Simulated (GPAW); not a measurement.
A run of GPAW 26.7.0 is set up as follows.

Contents of run.py:

```python
import numpy as np
from ase.dft.bandgap import bandgap
from ase.io import read, write
from gpaw import GPAW, PW
from gpaw.response.df import DielectricFunction

atoms = read('Bi2Se3.xyz')

calc = GPAW(mode=PW(500),
            xc='PBE',
            kpts={'size': (6, 6, 6), 'gamma': True},
            occupations={'name': 'fermi-dirac', 'width': 0.001},
            nbands=39,
            convergence={'density': 1e-06},
            maxiter=150,
            txt='gpaw.txt')
atoms.calc = calc
energy = atoms.get_potential_energy()
calc.write('gs.gpw')
write('result.traj', atoms)
print(f'Energy: {energy:.6f} eV')
print('Fermi level:', round(calc.get_fermi_level(), 4), 'eV')
print(f'Gap: {bandgap(calc)[0]:.4f} eV, direct: {bandgap(calc, direct=True)[0]:.4f} eV')

for size in [(6, 6, 6)]:
    name = 'x'.join(str(n) for n in size)
    dense = calc.fixed_density(kpts={'size': size, 'gamma': True},
                               nbands=70, convergence={'bands': 64, 'eigenstates': 1e-7},
                               update_fermi_level=True, txt=f'dense-{name}.txt')
    dense.write(f'{name}.gpw', mode='all')
    df = DielectricFunction(f'{name}.gpw', frequencies=np.array([0.0]), hilbert=False, eta=0.001,
                            ecut=80, nbands=64, intraband=False, txt=f'df-{name}.txt')
    for xc in ['RPA']:
        for direction in ['x', 'y', 'z', [0, 1, 1], [1, 0, 1], [1, 1, 0]]:
            e0, e = df.get_macroscopic_dielectric_constant(xc=xc, direction=direction)
            print(f'{name} {xc} {direction}: {e0:.4f} without, {e:.4f} with local fields')
```

Contents of Bi2Se3.xyz:

```xyz
5
Lattice="2.0715000000 1.1959810826 9.5453333333 -2.0715000000 1.1959810826 9.5453333333 0.0000000000 -2.3919621653 9.5453333333" Properties=species:S:1:pos:R:3 pbc="T T T"
Bi     0.0000000000     -0.0000000001     17.1586911999
Bi     0.0000000000      0.0000000000     11.4773088000
Se     0.0000000000     -0.0000000001     22.5737587999
Se     0.0000000000      0.0000000000      6.0622412000
Se     0.0000000000      0.0000000000      0.0000000000
```

Potentials or basis: GPAW PAW data sets (gpaw-data 1.2.1), pw.

Command:

```bash
$ OMP_NUM_THREADS=1 python run.py
```

What does it give for the electronic dielectric tensor (diagonal)?

20.79, 20.79, 32.38.

What does it give for the band gap on the k mesh?

0.20 eV, direct.

Electronic dielectric tensor:
```
20.79  0.00  0.00
 0.00 20.79  0.00
 0.00  0.00 32.38
```

Caveat: the gap is small at this level, which inflates the dielectric constant; the long-wavelength limit can be off by a per cent or two; spin-orbit coupling is left out, which as a rule narrows the gap of such compounds by several tenths of an eV; the program warned that so skewed a cell can give wrong results. A k mesh can miss the band edges.
